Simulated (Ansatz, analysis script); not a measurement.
# Free-standing triangular Cr monolayer, spacing 3.072 Å: spin spirals and exchange, part 2 of 2

Does a spiral lie below the collinear start of a free-standing triangular Cr monolayer, spacing 3.072 Å, and how stiff are the moments?

Ansatz 0.2.0; PBE, PAW set soft_1.

So far. Step 4 (q = (0, 0, 0)): The largest moment is 4.22 μB, against 4.22 μB in the collinear run. Step 5 (q = (0.083, 0.083, 0)): The energy of the cell lies 36.7 meV below that at q = 0, and the largest moment is 4.22 μB against 4.22 μB.

### 6. q = (0.167, 0, 0)

Level of this step: Ansatz DFT, spin spiral by the generalised Bloch theorem, no spin-orbit coupling; PBE, PAW set soft_1; PAW set soft_1 (Ansatz).

input.yaml

```yaml
crystal:
  lattice:
    - [3.072, 0.0, 0.0]
    - [-1.536, 2.66043, 0.0]
    - [0.0, 0.0, 14.0]
  atoms:
    - { symbol: Cr, position: [0.0, 0.0, 0.5], spin: 4.22, spin_axis: [1.0, 0.0, 0.0] }
kpoints:
  mp_grid: { grid: [24, 24, 1] }
hamiltonian:
  xc: pbe
  pseudopotentials: { kind: paw, azcp: { folder: soft_1 } }
scf:
  occupations: { method: fermi_dirac, width: 0.1 }
  max_iter: 120
  convergence: { dr2_threshold: 1.0e-08 }
  lower_state_search: "off"
basis:
  ecutwfc: 420.0
magnetization:
  noncollinear: true
  spin_spiral: { q: [0.16666667, 0.0, 0.0] }
checkpoint:
  read: start
```

The run is started by

```
ansatz run input.yaml --threads 1 --pin off --max-ram 2048MiB --backend cpu --events-out ev --progress --plain --runs-dir out
```

Numbers of over 12 decimals in the logs are rounded to 6 here.

The log of the run:

```text
[...]
Crystal: 1 atoms, lattice volume = 114.420 Å³
Basis set: ecut = 420 eV, 2207 PW (Γ)
Bands: 22, of which v1, the nominal top of the filled ones, is band 14 counted from 1 (13 counted from 0)
Symmetry: 4 space group operations
k-points: 157 of 576
[...]
SCF iter   8: F=-3375.211656 eV  HF=-3375.211656 eV  |F-HF|=3.59e-11  |Δ(HF+E_count)|=   1.99e-8  Δρ=1.38e-6  dr2=6.97e-10  dr2_m=5.29e-10  ethr=4.44e-11  |M|=4.72e0 ∫|m|=4.78e0 μB  |m|>n=1.5e-2 m-floor=1.5e-2 τ_xc=7.8e-2 mc-row=1.5e-2 uncertified=12  ⟨swp⟩=1.0  Hψ=10186  notcnv=0
SCF 1 converged in 8 iterations: F = -3375.211656 eV  dr2 = 6.97e-10
[...]
SCF converged after 8 iterations
Magnetization: |M| = 4.7232 μB,  M = (+4.7232, +0.0000, +0.0000) μB
Absolute magnetization: 4.7779 μB (∫|m|, with the PAW one-centre terms)
  site 0: m = (+4.2143, +0.0000, +0.0000) μB, |m| = 4.2143 μB  (R = 1.27 Å)
Free energy (F): -3375.211656 eV
[...]
Internal energy: -3375.178230 eV  (E = F + TS)
E sigma→0 (E₀):  -3375.194943 eV
Entropy (-TS):   -0.033426 eV (-33.426 meV/atom)
Fermi energy:    -1.411131 eV
[...]
```

It took 96 s on 1 thread of Arm Neoverse V1, shared host; peak memory 0.94 GiB.

The energy of the cell lies 47.8 meV below that at q = 0, and the largest moment is 4.21 μB against 4.22 μB.

### 7. q = (0.333, 0, 0)

Changes to input.yaml since step 6:

```diff
@@ -21,3 +21,3 @@
   noncollinear: true
-  spin_spiral: { q: [0.16666667, 0.0, 0.0] }
+  spin_spiral: { q: [0.33333333, 0.0, 0.0] }
 checkpoint:
```

The log of the run:

```text
[...]
Crystal: 1 atoms, lattice volume = 114.420 Å³
Basis set: ecut = 420 eV, 2207 PW (Γ)
Bands: 22, of which v1, the nominal top of the filled ones, is band 14 counted from 1 (13 counted from 0)
Symmetry: 4 space group operations
k-points: 157 of 576
[...]
SCF iter   8: F=-3375.352180 eV  HF=-3375.352180 eV  |F-HF|=1.03e-8  |Δ(HF+E_count)|=   3.61e-7  Δρ=2.51e-6  dr2=1.80e-9  dr2_m=3.09e-9  ethr=7.14e-11  |M|=4.39e0 ∫|m|=4.64e0 μB  |m|>n=1.3e-2 m-floor=1.3e-2 τ_xc=8.3e-2 mc-row=1.3e-2 uncertified=6  ⟨swp⟩=2.0  Hψ=9948  notcnv=0
SCF 1 converged in 8 iterations: F = -3375.352180 eV  dr2 = 1.80e-9
[...]
SCF converged after 8 iterations
Magnetization: |M| = 4.3895 μB,  M = (+4.3895, +0.0000, +0.0000) μB
Absolute magnetization: 4.6421 μB (∫|m|, with the PAW one-centre terms)
  site 0: m = (+4.1725, +0.0000, +0.0000) μB, |m| = 4.1725 μB  (R = 1.27 Å)
Free energy (F): -3375.352180 eV
[...]
Internal energy: -3375.319687 eV  (E = F + TS)
E sigma→0 (E₀):  -3375.335934 eV
Entropy (-TS):   -0.032494 eV (-32.494 meV/atom)
Fermi energy:    -1.556813 eV
[...]
```

Elapsed: 81 s, on 1 thread; peak memory 0.96 GiB.

The energy of the cell lies 188 meV below that at q = 0, and the largest moment is 4.17 μB against 4.22 μB.

### 8. q = (0.5, 0, 0)

Changes to input.yaml since step 7:

```diff
@@ -21,3 +21,3 @@
   noncollinear: true
-  spin_spiral: { q: [0.33333333, 0.0, 0.0] }
+  spin_spiral: { q: [0.5, 0.0, 0.0] }
 checkpoint:
```

The log of the run:

```text
[...]
Crystal: 1 atoms, lattice volume = 114.420 Å³
Basis set: ecut = 420 eV, 2207 PW (Γ)
Bands: 22, of which v1, the nominal top of the filled ones, is band 14 counted from 1 (13 counted from 0)
Symmetry: 4 space group operations
k-points: 157 of 576
[...]
SCF iter   8: F=-3375.442568 eV  HF=-3375.442568 eV  |F-HF|=3.97e-9  |Δ(HF+E_count)|=   4.52e-7  Δρ=1.83e-6  dr2=5.37e-10  dr2_m=1.24e-9  ethr=7.14e-11  |M|=4.02e0 ∫|m|=4.59e0 μB  |m|>n=1.3e-2 m-floor=1.3e-2 τ_xc=2.8e-2 mc-row=1.3e-2 uncertified=1  ⟨swp⟩=2.0  Hψ=10963  notcnv=0
SCF 1 converged in 8 iterations: F = -3375.442568 eV  dr2 = 5.37e-10
[...]
SCF converged after 8 iterations
Magnetization: |M| = 4.0206 μB,  M = (+4.0206, -0.0000, +0.0000) μB
Absolute magnetization: 4.5949 μB (∫|m|, with the PAW one-centre terms)
  site 0: m = (+4.1622, -0.0000, +0.0000) μB, |m| = 4.1622 μB  (R = 1.27 Å)
Free energy (F): -3375.442568 eV
[...]
Internal energy: -3375.412686 eV  (E = F + TS)
E sigma→0 (E₀):  -3375.427627 eV
Entropy (-TS):   -0.029882 eV (-29.882 meV/atom)
Fermi energy:    -1.560943 eV
[...]
```

Elapsed: 91 s, on 1 thread; peak memory 0.99 GiB.

The energy of the cell lies 279 meV below that at q = 0, and the largest moment is 4.16 μB against 4.22 μB.

3 more runs differ from these in the same keys alone and are tabled below.

### 9. The spirals together

| q (reciprocal lattice) | path length (1/Å) | E(q) − E(0) (meV a magnetic atom) | \|m\| Cr no. 1 (μB) |
| --- | --- | --- | --- |
| (0, 0, 0) | 0.000 | 0.00 | 4.22 |
| (0.167, 0, 0) | 0.394 | -47.79 | 4.21 |
| (0.333, 0, 0) | 0.787 | -188.32 | 4.17 |
| (0.5, 0, 0) | 1.181 | -278.70 | 4.16 |
| (0.417, 0.167, 0) | 1.522 | -295.26 | 4.15 |
| (0.333, 0.333, 0) | 1.863 | -311.76 | 4.12 |
| (0.25, 0.25, 0) | 2.204 | -268.46 | 4.14 |
| (0.083, 0.083, 0) | 2.885 | -36.74 | 4.22 |
| (0, 0, 0) | 3.226 | 0.00 | 4.22 |

### 10. Fit by Heisenberg shells

For rigid moments E(q) is a sum of cosines over neighbour shells, so a fit gives the couplings, and from them an ordering temperature.

E = −Σ J e·e over ordered pairs (each pair twice, J > 0 for parallel moments) is fitted to 7 points (copies by symmetry counted).

The fitted shells:

```
 pair  distance (Å)  neighbours a magnetic atom  J (meV)
Cr-Cr         3.072                           6   -37.17
Cr-Cr         5.321                           6    2.222
Cr-Cr         6.144                           6    2.438
Cr-Cr         8.128                          12   0.0107
```

Read from the output:

| Item | Value |
| --- | --- |
| r.m.s. miss of the fit | 0.9083 meV |
| ordering temperature, mean field | 908.9 K |
| wavevector of the mean-field order | -0.3333, -0.3333, 0 reciprocal lattice |

### 11. Summary of results

* lowest point of the path: q = (0.333, 0.333, 0), -312 meV a magnetic atom from q = 0
* highest point: 0 meV a magnetic atom
* J of the nearest shell: -37.2 meV
* mean-field temperature: 909 K

What this shows: The state at q = (0.333, 0.333, 0) lies 312 meV a magnetic atom below the ferromagnetic start, so that start is not the lowest state. The moments change by at most 3 % from their size at q = 0, so they are nearly rigid. The fit misses by 0.29 % of the energy range, so the shells describe the path well, though few points can't fix distant couplings. In a sheet or chain isotropic couplings alone give no order above 0 K (Mermin and Wagner), so the mean-field number is only an energy scale. The temperatures are those of classical unit spins, and mean field runs high. The 8 spiral runs took 12 min of wall time, added up. Energies are free energies at a smearing of 0.1 eV, and with partly filled levels differences shift, at times strongly, as the smearing goes to zero. The cell was taken as built, with atoms unrelaxed. In doubt: the program's search for lower states was switched off, so a lower magnetic state than those reached may exist.

[Logs and program files are shortened in this print: banners, set-up blocks, solver, clock and traceback lines can be left out without a mark of their own.]

[Logs are printed without paths, hosts, clocks, repeated set-up lines and the standing remarks that a program may print on its own settings, such as how far it seeks lower states.]

[Hosts, paths, dates, database ids (printed as entryN), source tags and the programs' standing remarks are cut or masked in the printed files.]
